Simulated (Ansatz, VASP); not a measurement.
## One calculation of SiNi3, two programs

File INCAR:

```
SYSTEM = SiNi3
ALGO     = Normal         ! electronic algorithm
EDIFF    = 1E-6           ! SCF threshold, eV
ENCUT    = 520            ! plane-wave cutoff, eV
ISIF     = 2              ! what is computed and relaxed
ISMEAR   = -1             ! smearing method
ISPIN    = 2              ! spin polarisation
LASPH    = .True.         ! aspherical terms in the spheres
LCHARG   = .False.        ! write CHGCAR
LMAXMIX  = 4              ! l up to which the mixer works
LORBIT   = 11             ! projections on sites
LREAL    = .False.        ! projectors in reciprocal space
LWAVE    = .False.        ! write WAVECAR
MAGMOM   = 1 1 1 0        ! initial moments
NBANDS   = 29             ! bands
NELM     = 150            ! most SCF steps
PREC     = Accurate       ! precision mode
SIGMA    = 0.05           ! smearing width, eV
```

The input KPOINTS:

```
k-points
0
Gamma
  8 8 8
  0 0 0
```

File POSCAR:

```
SiNi3
1.0
    3.4696939971      0.0000000000      0.0000000000
    0.0000000000      3.4696939971      0.0000000000
    0.0000000000      0.0000000000      3.4696939971
Ni Si
3 1
Direct
    0.5000000000      0.5000000000      0.0000000000
    0.5000000000      0.0000000000      0.5000000000
    0.0000000000      0.5000000000      0.5000000000
    0.0000000000      0.0000000000      0.0000000000
```

Contents of input.yaml:

```yaml
crystal:
  lattice:
    - [3.4696939971, 0.0, 0.0]
    - [0.0, 3.4696939971, 0.0]
    - [0.0, 0.0, 3.4696939971]
  atoms:
    - { symbol: Ni, position: [0.5, 0.5, 0.0], spin: 1.0 }
    - { symbol: Ni, position: [0.5, 0.0, 0.5], spin: 1.0 }
    - { symbol: Ni, position: [0.0, 0.5, 0.5], spin: 1.0 }
    - { symbol: Si, position: [0.0, 0.0, 0.0] }
kpoints:
  mp_grid: { grid: [8, 8, 8] }
scf:
  occupations: { method: fermi_dirac, width: 0.05 }
hamiltonian:
  xc: lda
  pseudopotentials: { kind: all_electron, lapw: { basis_error: 0.002 } }
magnetization:
  spin_polarized: true
output:
  forces: true
  stress: true
  eigenvalues: true
```

Change from the starting cell: volume scaled by 0.94.

Alike in both runs: task single point; functional LDA; k mesh 8 × 8 × 8; occupations fermi-dirac, width 0.05 eV; collinear spin.

|  | VASP | Ansatz |
| --- | --- | --- |
| version | VASP 6.6.1 | Ansatz 0.2.0 |
| potentials or method | VASP PAW LDA potentials, release 64 (Ni, Si) | all-electron LAPW, scalar-relativistic |
| plane-wave cutoff (eV) | 520 | see its input |

```tsv
	VASP	Ansatz	Ansatz less VASP
gap on the k mesh at the Fermi level (eV)	none	none	-
pressure (GPa)	-8.3	-8.7	-0.38
net moment per atom (μB)	0.00	0.00	0.000
```

A gap of «none» marks a metal or a gap that the smearing closes. Ansatz ran all-electron here, so the differences hold the error of VASP's frozen core and of both bases.

Caveats: the starting moments weren't kept (Ansatz).
